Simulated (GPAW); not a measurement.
Crystal: La.

```
CELL_PARAMETERS angstrom
-2.12383 2.12383 2.12383
2.12383 -2.12383 2.12383
2.12383 2.12383 -2.12383
ATOMIC_POSITIONS crystal
La 0.00000 0.00000 0.00000
```

This isn't the form of La at room conditions, which is double hcp.

Base run:

```yaml
Program: GPAW 26.7.0
Functional: PBE
Potentials_or_basis: GPAW PAW data sets (gpaw-data 1.2.1)
Cutoff: 800 eV
Basis: pw
k_mesh: 9 × 9 × 9
Occupations: fermi-dirac, width 0.05 eV
Spin: no spin polarisation
Hubbard_terms: La f U = 1 eV
```

Its results: band gap on the k mesh none (metal or under the smearing width); pressure -0.3 GPa.

**Question.** The run is repeated on the same cell with these changes: hubbard terms from La f U = 1 eV to La f U = 6 eV. What comes out?

**Answer.** Band gap on the k mesh none (metal or under the smearing width); pressure 0.3 GPa.

Caveats: one-centre terms of the f shell are cut off; U without spin polarisation on a metal has little footing; the U is typed as a test and isn't derived for this compound.
